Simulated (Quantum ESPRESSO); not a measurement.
## E(M) of FeCo (Wairauite)

Aim: the energy of FeCo (Wairauite) as a function of the total spin moment of its primitive cell.

Calculated with Quantum ESPRESSO 7.5; PBE; plane waves with GBRV 1.5 PBE potentials, no spin-orbit coupling.

## (1) Starting point

It takes space group Pm-3m (No. 221, cubic). The conventional cell has a = 2.857 Å, b = 2.857 Å, c = 2.857 Å, α = 90.00°, β = 90.00°, γ = 90.00°. Nearest to Fe lie 8 Co at 2.47 Å. Nearest to Co lie 8 Fe at 2.47 Å. Farther neighbours are not listed.

The cell comes from the Crystallography Open Database.

## (2) No moment imposed

ASE passes magmoms on as starting_magnetization. pw.x reads values of 1 or more as Bohr magnetons; where all are smaller, it reads them as fractions of the valence charge.

The input, pw.py:

```python
from ase import Atoms
from ase.calculators.espresso import Espresso, EspressoProfile

atoms = Atoms(['Fe', 'Co'],
    cell=[[2.857, 0.0, 0.0],
         [0.0, 2.857, 0.0],
         [0.0, 0.0, 2.857]],
    scaled_positions=[[0.5, 0.5, 0.5],
         [0.0, 0.0, 0.0]],
    pbc=True,
    magmoms=[2.8, 2.0])
input_data = {
    'control': {'calculation': 'scf', 'prefix': 'pwscf', 'outdir': './tmp', 'disk_io': 'nowf', 'tprnfor': True, 'tstress': True},
    'system': {'ecutwfc': 40.0, 'ecutrho': 280.0, 'nbnd': 26, 'occupations': 'smearing', 'smearing': 'fd', 'degauss': 0.00999582, 'nspin': 2},
    'electrons': {'conv_thr': 4e-09, 'electron_maxstep': 150, 'mixing_beta': 0.3},
}
atoms.calc = Espresso(
    profile=EspressoProfile(command='mpirun -n 2 pw.x -nk 2', pseudo_dir='pseudo'),
    pseudopotentials={'Co': 'co_pbe_v1.2.uspp.F.UPF', 'Fe': 'fe_pbe_v1.5.uspp.F.UPF'},
    input_data=input_data,
    kpts=(10, 10, 10),
    koffset=(0, 0, 0))
atoms.get_potential_energy()
energy = atoms.calc.results['free_energy']
print(f'free energy: {energy:.6f} eV')
print('site moments (muB):', atoms.get_magnetic_moments().round(3))
```

Command:

```bash
> OMP_NUM_THREADS=1 python3 pw.py > pw.log
```

The program printed:

```text
free energy: -7467.473313 eV
site moments (muB): [2.832 1.854]

--- espresso.pwo ---
Program PWSCF v.7.5 starts

Warning: card &CELL ignored
Warning: card &FCP ignored
Warning: card &RISM ignored

     Message from routine setup:
     using ibrav=0 with symmetry is DISCOURAGED, use correct ibrav instead

     K-points division:     npool     =       2
     Subspace diagonalization in iterative solution of the eigenvalue problem:

     G-vector sticks info
     --------------------
     sticks:   dense  smooth     PW     G-vecs:    dense   smooth      PW
     Sum         657     373    121                12533     5449    1021

     Using Slab Decomposition

     bravais-lattice index     =            0
     lattice parameter (alat)  =       5.3989  a.u.
     unit-cell volume          =     157.3719 (a.u.)^3
     number of atoms/cell      =            2
     number of atomic types    =            2
     number of electrons       =        33.00
     number of Kohn-Sham states=           26
     kinetic-energy cutoff     =      40.0000  Ry
     charge density cutoff     =     280.0000  Ry
     scf convergence threshold =      4.0E-09
     mixing beta               =       0.3000
     number of iterations used =            8  plain     mixing
     Exchange-correlation= SLA  PW   PBE  PBE
                           (   1   4   3   4   0   0   0)

     celldm(1)=   5.398948  celldm(2)=   0.000000  celldm(3)=   0.000000
     celldm(4)=   0.000000  celldm(5)=   0.000000  celldm(6)=   0.000000

     crystal axes: (cart. coord. in units of alat)
               a(1) = (   1.000000   0.000000   0.000000 )
               a(2) = (   0.000000   1.000000   0.000000 )
               a(3) = (   0.000000   0.000000   1.000000 )

     reciprocal axes: (cart. coord. in units 2 pi/alat)
               b(1) = (  1.000000  0.000000  0.000000 )
               b(2) = (  0.000000  1.000000  0.000000 )
               b(3) = (  0.000000  0.000000  1.000000 )

     PseudoPot. # 1 for Fe read from file:
     fe_pbe_v1.5.uspp.F.UPF
     Pseudo is Ultrasoft + core correction, Zval = 16.0
     Generated by new atomic code, or converted to UPF format
     Using radial grid of  861 points,  6 beta functions with:
                l(1) =   0
                l(2) =   0
                l(3) =   1
                l(4) =   1
                l(5) =   2
                l(6) =   2
     Q(r) pseudized with  8 coefficients,  rinner =    1.000   1.000   1.000
                                                       1.000   1.000

     PseudoPot. # 2 for Co read from file:
     co_pbe_v1.2.uspp.F.UPF
     Pseudo is Ultrasoft + core correction, Zval = 17.0
     Generated by new atomic code, or converted to UPF format
     Using radial grid of  863 points,  6 beta functions with:
                l(1) =   0
                l(2) =   0
                l(3) =   1
                l(4) =   1
                l(5) =   2
                l(6) =   2
     Q(r) pseudized with  8 coefficients,  rinner =    1.200   1.200   1.200
                                                       1.200   1.200

     atomic species   valence    mass     pseudopotential
     Fe               16.00    55.84500     Fe( 1.00)
     Co               17.00    58.93319     Co( 1.00)

     Starting magnetic structure
     atomic species   magnetization
     Fe              0.175
     Co              0.118

     48 Sym. Ops., with inversion, found

   Cartesian axes

     site n.     atom                  positions (alat units)
         1        Fe     tau(   1) = (   0.5000000   0.5000000   0.5000000  )
         2        Co     tau(   2) = (   0.0000000   0.0000000   0.0000000  )

     number of k points=    56  Fermi-Dirac smearing, width (Ry)=  0.0100
                       cart. coord. in units 2pi/alat
        k(    1) = (   0.0000000   0.0000000   0.0000000), wk =   0.0010000
        k(    2) = (   0.0000000   0.0000000   0.1000000), wk =   0.0060000
        k(    3) = (   0.0000000   0.0000000   0.2000000), wk =   0.0060000
        k(    4) = (   0.0000000   0.0000000   0.3000000), wk =   0.0060000
        k(    5) = (   0.0000000   0.0000000   0.4000000), wk =   0.0060000
        [... 51 further k-points ...]

     Dense  grid:    12533 G-vectors     FFT dimensions: (  30,  30,  30)

     Smooth grid:     5449 G-vectors     FFT dimensions: (  24,  24,  24)

     Check: negative core charge=   -0.000060
     Generating pointlists ...
     new r_m :   0.3572 (alat units)  1.9287 (a.u.) for type    1
     new r_m :   0.3572 (alat units)  1.9287 (a.u.) for type    2

     Initial potential from superposition of free atoms

     starting charge      31.0000, renormalised to      33.0000
     Starting wfcs are   26 randomized atomic wfcs

     Self-consistent Calculation

     iteration #  1     ecut=    40.00 Ry     beta= 0.30
     Davidson diagonalization with overlap
     ethr =  1.00E-02,  avg # of iterations =  3.5

     total energy              =    -540.71765430 Ry
     estimated scf accuracy    <      24.39810770 Ry

     total magnetization       =     1.34 Bohr mag/cell
     absolute magnetization    =     1.36 Bohr mag/cell

     iteration #  2     ecut=    40.00 Ry     beta= 0.30
     Davidson diagonalization with overlap
     ethr =  1.00E-02,  avg # of iterations =  2.9

     total energy              =    -547.35077659 Ry
     estimated scf accuracy    <      37.16427734 Ry

     total magnetization       =     0.67 Bohr mag/cell
     absolute magnetization    =     0.68 Bohr mag/cell

     iteration #  3     ecut=    40.00 Ry     beta= 0.30
     Davidson diagonalization with overlap
     ethr =  1.00E-02,  avg # of iterations =  2.2

     total energy              =    -547.86959206 Ry
     estimated scf accuracy    <       5.29604942 Ry

     total magnetization       =     3.08 Bohr mag/cell
     absolute magnetization    =     3.09 Bohr mag/cell

     [... further iterations left out ...]

     iteration # 17     ecut=    40.00 Ry     beta= 0.30
     Davidson diagonalization with overlap
     ethr =  2.72E-08,  avg # of iterations =  1.0

     total energy              =    -548.84921255 Ry
     estimated scf accuracy    <       0.00000417 Ry

     total magnetization       =     4.57 Bohr mag/cell
     absolute magnetization    =     4.86 Bohr mag/cell

     iteration # 18     ecut=    40.00 Ry     beta= 0.30
     Davidson diagonalization with overlap
     ethr =  1.26E-08,  avg # of iterations =  1.0

     total energy              =    -548.84921312 Ry
     estimated scf accuracy    <       0.00000073 Ry

     total magnetization       =     4.57 Bohr mag/cell
     absolute magnetization    =     4.86 Bohr mag/cell

     iteration # 19     ecut=    40.00 Ry     beta= 0.30
     Davidson diagonalization with overlap
     ethr =  2.21E-09,  avg # of iterations =  1.0

     total energy              =    -548.84921322 Ry
     estimated scf accuracy    <       0.00000016 Ry

     total magnetization       =     4.57 Bohr mag/cell
     absolute magnetization    =     4.86 Bohr mag/cell

     iteration # 20     ecut=    40.00 Ry     beta= 0.30
     Davidson diagonalization with overlap
     ethr =  4.91E-10,  avg # of iterations =  1.0

     Magnetic moment per site  (integrated on atomic sphere of radius R)
     atom   1 (R=0.357)  charge= 14.3504  magn=  2.8321
     atom   2 (R=0.357)  charge= 15.5377  magn=  1.8538

     End of self-consistent calculation

     Number of k-points >= 100: set verbosity='high' to print the bands.

     the Fermi energy is    17.7646 ev

!    total energy              =    -548.84921325 Ry
     estimated scf accuracy    <          3.8E-09 Ry
     smearing contrib. (-TS)   =      -0.00583260 Ry
     internal energy E=F+TS    =    -548.84338065 Ry

     The total energy is F=E-TS. E is the sum of the following terms:
     one-electron contribution =    -278.20412751 Ry
     hartree contribution      =     158.49171556 Ry
     xc contribution           =     -61.91489926 Ry
     ewald contribution        =    -367.21606944 Ry

     total magnetization       =     4.57 Bohr mag/cell
     absolute magnetization    =     4.86 Bohr mag/cell

     convergence has been achieved in  20 iterations

     Forces acting on atoms (cartesian axes, Ry/au):

     atom    1 type  1   force =     0.00000000    0.00000000    0.00000000
     atom    2 type  2   force =     0.00000000    0.00000000    0.00000000

     Total force =     0.000000     Total SCF correction =     0.000000

     Computing stress (Cartesian axis) and pressure

          total   stress  (Ry/bohr**3)                   (kbar)     P=      -23.38
  -0.00015892   0.00000000   0.00000000          -23.38        0.00        0.00
   0.00000000  -0.00015892   0.00000000            0.00      -23.38        0.00
   0.00000000   0.00000000  -0.00015892            0.00        0.00      -23.38

=------------------------------------------------------------------------------=
   JOB DONE.
=------------------------------------------------------------------------------=
```

The job ended after 23 s (2 MPI ranks of Arm Neoverse V2, shared host; peak memory 0.25 GiB; 45 s of CPU time).

Spin moment in the atom's sphere by atom:

```
atom  spin moment in the atom's sphere (μB)
 Fe1                                   2.83
 Co2                                   1.85
```

Numbers from this step:

```yaml
smearing_term_ts: 0.07936 eV
pressure: -2.338 GPa
magnetization: 4.568 μB
absolute_magnetization: 4.858 μB
final_state: ferromagnetic
```

## (3) Moment fixed at 0 μB

The two spin channels are filled to separate Fermi energies, so that the total moment meets the target. Half of the up one less the down one is the slope dE/dM.

Changes to pw.py since step 2:

```diff
@@ -10,6 +10,6 @@
     pbc=True,
-    magmoms=[2.8, 2.0])
+    magmoms=[0.14, 0.1])
 input_data = {
     'control': {'calculation': 'scf', 'prefix': 'pwscf', 'outdir': './tmp', 'disk_io': 'nowf', 'tprnfor': True, 'tstress': True},
-    'system': {'ecutwfc': 40.0, 'ecutrho': 280.0, 'nbnd': 26, 'occupations': 'smearing', 'smearing': 'fd', 'degauss': 0.00999582, 'nspin': 2},
+    'system': {'ecutwfc': 40.0, 'ecutrho': 280.0, 'nbnd': 27, 'occupations': 'smearing', 'smearing': 'fd', 'degauss': 0.00999582, 'nspin': 2, 'tot_magnetization': 0.0},
     'electrons': {'conv_thr': 4e-09, 'electron_maxstep': 150, 'mixing_beta': 0.3},
```

The input, espresso.pwi:

```
&CONTROL
   calculation      = 'scf'
   tstress          = .true.
   tprnfor          = .true.
   outdir           = './tmp'
   prefix           = 'pwscf'
   disk_io          = 'nowf'
   pseudo_dir       = 'pseudo'
/
&SYSTEM
   nbnd             = 27
   tot_magnetization = 0.0
   ecutwfc          = 40.0
   ecutrho          = 280.0
   occupations      = 'smearing'
   degauss          = 0.00999582
   smearing         = 'fd'
   nspin            = 2
   starting_magnetization(1) = 0.14
   starting_magnetization(2) = 0.1
   ntyp             = 2
   nat              = 2
   ibrav            = 0
/
&ELECTRONS
   electron_maxstep = 150
   conv_thr         = 4e-09
   mixing_beta      = 0.3
/
&IONS
/
&CELL
/
&FCP
/
&RISM
/
ATOMIC_SPECIES
Fe  55.845 fe_pbe_v1.5.uspp.F.UPF
Co  58.933194 co_pbe_v1.2.uspp.F.UPF

K_POINTS automatic
10 10 10  0 0 0

CELL_PARAMETERS angstrom
2.85700000000000 0.00000000000000 0.00000000000000
0.00000000000000 2.85700000000000 0.00000000000000
0.00000000000000 0.00000000000000 2.85700000000000

ATOMIC_POSITIONS angstrom
Fe  1.4285000000 1.4285000000 1.4285000000  
Co  0.0000000000 0.0000000000 0.0000000000
```

Command:

```bash
> OMP_NUM_THREADS=1 python3 pw.py > pw.log
```

The program printed:

```text
     [... lines left out ...]
free energy: -7466.318762 eV
site moments (muB): [ 0. -0.]
--- espresso.pwo ---
Program PWSCF v.7.5 starts
     [... lines left out ...]
     number of atoms/cell      =            2
     [... lines left out ...]
     number of electrons       =        33.00 (up:  16.50, down:  16.50)
     number of Kohn-Sham states=           27
     kinetic-energy cutoff     =      40.0000  Ry
     charge density cutoff     =     280.0000  Ry
     scf convergence threshold =      4.0E-09
     [... lines left out ...]
     48 Sym. Ops., with inversion, found
     [... lines left out ...]
     number of k points=    56  Fermi-Dirac smearing, width (Ry)=  0.0100
     [... lines left out ...]
     iteration # 21     ecut=    40.00 Ry     beta= 0.30
     [... lines left out ...]
     Magnetic moment per site  (integrated on atomic sphere of radius R)
     atom   1 (R=0.357)  charge= 14.3802  magn=  0.0001
     atom   2 (R=0.357)  charge= 15.5384  magn= -0.0001
     [... lines left out ...]
     the spin up/dw Fermi energies are    17.2200   17.2199 ev
!    total energy              =    -548.76435532 Ry
     estimated scf accuracy    <          3.8E-09 Ry
     smearing contrib. (-TS)   =      -0.03029999 Ry
     [... lines left out ...]
     total magnetization       =    -0.00 Bohr mag/cell
     absolute magnetization    =     0.00 Bohr mag/cell
     convergence has been achieved in  21 iterations
     [... lines left out ...]
     Total force =     0.000000     Total SCF correction =     0.000000
     [... lines left out ...]
          total   stress  (Ry/bohr**3)                   (kbar)     P=     -190.75
     [... lines left out ...]
```

It took 25 s on 2 MPI ranks; peak memory 0.26 GiB; 50 s of CPU time.

Read from the output:

| Quantity | Value |
| --- | --- |
| magnetization | 0 μB |
| absolute magnetization | 0 μB |
| half the difference of the two Fermi energies | 0.1 meV |
| largest moment | 0 μB |

## (4) Moment fixed at 0.617 μB

Changes to pw.py since step 3:

```diff
@@ -10,6 +10,6 @@
     pbc=True,
-    magmoms=[0.14, 0.1])
+    magmoms=[0.3599, 0.2571])
 input_data = {
     'control': {'calculation': 'scf', 'prefix': 'pwscf', 'outdir': './tmp', 'disk_io': 'nowf', 'tprnfor': True, 'tstress': True},
-    'system': {'ecutwfc': 40.0, 'ecutrho': 280.0, 'nbnd': 27, 'occupations': 'smearing', 'smearing': 'fd', 'degauss': 0.00999582, 'nspin': 2, 'tot_magnetization': 0.0},
+    'system': {'ecutwfc': 40.0, 'ecutrho': 280.0, 'nbnd': 27, 'occupations': 'smearing', 'smearing': 'fd', 'degauss': 0.00999582, 'nspin': 2, 'tot_magnetization': 0.617},
     'electrons': {'conv_thr': 4e-09, 'electron_maxstep': 150, 'mixing_beta': 0.3},
```

Command:

```bash
> OMP_NUM_THREADS=1 python3 pw.py > pw.log
```

The program printed:

```text
     [... lines left out ...]
free energy: -7466.353999 eV
site moments (muB): [0.383 0.272]
--- espresso.pwo ---
Program PWSCF v.7.5 starts
     [... lines left out ...]
     number of atoms/cell      =            2
     [... lines left out ...]
     number of electrons       =        33.00 (up:  16.81, down:  16.19)
     number of Kohn-Sham states=           27
     kinetic-energy cutoff     =      40.0000  Ry
     charge density cutoff     =     280.0000  Ry
     scf convergence threshold =      4.0E-09
     [... lines left out ...]
     48 Sym. Ops., with inversion, found
     [... lines left out ...]
     number of k points=    56  Fermi-Dirac smearing, width (Ry)=  0.0100
     [... lines left out ...]
     iteration # 22     ecut=    40.00 Ry     beta= 0.30
     [... lines left out ...]
     Magnetic moment per site  (integrated on atomic sphere of radius R)
     atom   1 (R=0.357)  charge= 14.3803  magn=  0.3826
     atom   2 (R=0.357)  charge= 15.5381  magn=  0.2719
     [... lines left out ...]
     the spin up/dw Fermi energies are    17.1124   17.3385 ev
!    total energy              =    -548.76694517 Ry
     estimated scf accuracy    <          2.0E-09 Ry
     smearing contrib. (-TS)   =      -0.02945305 Ry
     [... lines left out ...]
     total magnetization       =     0.62 Bohr mag/cell
     absolute magnetization    =     0.70 Bohr mag/cell
     convergence has been achieved in  22 iterations
     [... lines left out ...]
     Total force =     0.000000     Total SCF correction =     0.000000
     [... lines left out ...]
          total   stress  (Ry/bohr**3)                   (kbar)     P=     -188.24
     [... lines left out ...]
```

Elapsed: 26 s, on 2 MPI ranks; peak memory 0.26 GiB; 51 s of CPU time.

Spin moment in the atom's sphere by atom:

```
atom  spin moment in the atom's sphere (μB)
 Fe1                                  0.383
 Co2                                  0.272
```

Read from the output:

| Item | Value |
| --- | --- |
| magnetization | 0.617 μB |
| absolute magnetization | 0.704 μB |
| half the difference of the two Fermi energies | -113.1 meV |

(Continued in part 2 of 2.)

[Logs and program files are shortened in this print: banners, set-up blocks, solver, clock and traceback lines can be left out without a mark of their own.]

[Logs are printed without paths, hosts, clocks, repeated set-up lines and the standing remarks that a program may print on its own settings, such as how far it seeks lower states.]

[Hosts, paths, dates, database ids (printed as entryN), source tags and the programs' standing remarks are cut or masked in the printed files.]

[Where a cell is said to come from a database of computed structures, the database is the Materials Project.]
